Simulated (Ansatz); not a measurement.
The system is KTaO3.

```
Ta K O
1.0
     3.98830    0.00000    0.00000
     0.00000    3.98830    0.00000
     0.00000    0.00000    3.98830
Ta K O
1 1 3
Direct
  0.00000 0.00000 0.00000
  0.50000 0.50000 0.50000
  0.00000 0.00000 0.50000
  0.00000 0.50000 0.00000
  0.50000 0.00000 0.00000
```

```yaml
Program: Ansatz 0.2.0
Task: relaxation of cell and atoms
Functional: revPBE
Dispersion: D4
Potentials_or_basis: Ansatz PAW
Cutoff: "420 eV (not typed: the program's choice for these potentials)"
k_mesh: 7 × 7 × 7
Occupations: fermi-dirac, width 0.05 eV
Spin: no spin polarisation
```

At the start: volume 12.69 Å³/atom.

Where does the relaxation end?

It ends after 6 steps and the volume is 12.98 Å³/atom (+2.3 %); space group Pm-3m (No. 221, to 0.05 Å).

The path:
```csv
step,energy change (eV),largest force (eV/Å),volume (Å³)
1,0.0000,0.0000,63.44
2,-0.0131,0.0000,65.14
3,-0.0148,0.0000,64.86
4,-0.0197,0.0000,64.86
5,-0.0196,0.0000,64.90
6,-0.0197,0.0000,64.90
```

Final structure:
```cif
data_structure
_symmetry_space_group_name_H-M 'P 1'
_symmetry_Int_Tables_number 1
_cell_length_a 4.0186
_cell_length_b 4.0186
_cell_length_c 4.0186
_cell_angle_alpha 90.000
_cell_angle_beta 90.000
_cell_angle_gamma 90.000
_cell_volume 64.90
loop_
_atom_site_label
_atom_site_type_symbol
_atom_site_fract_x
_atom_site_fract_y
_atom_site_fract_z
_atom_site_occupancy
Ta1 Ta 0.00000 0.00000 0.00000 1
K1 K 0.50000 0.50000 0.50000 1
O1 O 0.00000 0.00000 0.50000 1
O2 O 0.00000 0.50000 0.00000 1
O3 O 0.50000 0.00000 0.00000 1
```

Caveat: the plane-wave basis is chosen anew once the cell has moved, so the energies of steps on either side of that aren't comparable; the pressure holds a Pulay correction of +0.5 GPa for the finite cutoff; the PAW data sets come from PBE, with cores solved anew for the run's functional, which leaves a small shift of forces and pressure.
